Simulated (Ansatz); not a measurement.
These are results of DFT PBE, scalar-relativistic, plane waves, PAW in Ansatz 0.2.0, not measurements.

Plane waves to 420 eV, a k mesh through Γ of 9×9×6 on the computed 4-atom cell and Gaussian smearing (0.02 eV); no spin polarisation.

```
Zn S
1.0
     3.85616    0.00000    0.00000
    -1.92808    3.33953    0.00000
     0.00000    0.00000    6.86893
Zn S
2 2
Cartesian
  0.0000 2.2264 -0.0331
  1.9281 1.1132 3.4014
  0.0000 2.2264 2.6776
  1.9281 1.1132 6.1121
```

(1) Is this geometry at equilibrium? Which atom feels the largest force?

(2) Give all forces and the stress.

Results:

(1) It isn't. Atom 3 (S) feels (0.00, 0.00, -0.29) eV/Å, 0.289 eV/Å in size, and symmetry-related atoms feel the same size.

(2)
| atom | Fx | Fy | Fz |
| --- | --- | --- | --- |
| Zn1 | 0.000 | 0.000 | 0.289 |
| Zn2 | 0.000 | 0.000 | 0.289 |
| S3 | 0.000 | 0.000 | -0.289 |
| S4 | 0.000 | 0.000 | -0.289 |
Stress (GPa, compression positive):
```
-1.10  0.00  0.00
 0.00 -1.10  0.00
 0.00  0.00 -7.29
```